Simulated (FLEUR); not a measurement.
Crystal: CdF2.

```xyz
3
Lattice="0.0000 2.6940 2.6940 2.6940 0.0000 2.6940 2.6940 2.6940 0.0000" Properties=species:S:1:pos:R:3 pbc="T T T"
Cd    0.0000    0.0000    0.0000
F     4.0410    4.0410    4.0410
F     1.3470    1.3470    1.3470
```

Base run:

```yaml
Program: FLEUR MaX-R8.1 (later development tree)
Functional: PBEsol
Potentials_or_basis: all-electron
Basis: FLAPW
Kmax: 4.47 1/bohr
k_mesh: 9 × 9 × 9
Occupations: fermi-dirac, width 0.05 eV
Spin: no spin polarisation
```

Its results: band gap on the k mesh 2.95 eV, indirect (least direct gap 3.42 eV).

**Question.** The run is repeated on the same cell with these changes: functional from PBEsol to LDA. What comes out?

**Answer.** Band gap on the k mesh 2.82 eV, indirect (least direct gap 3.27 eV).
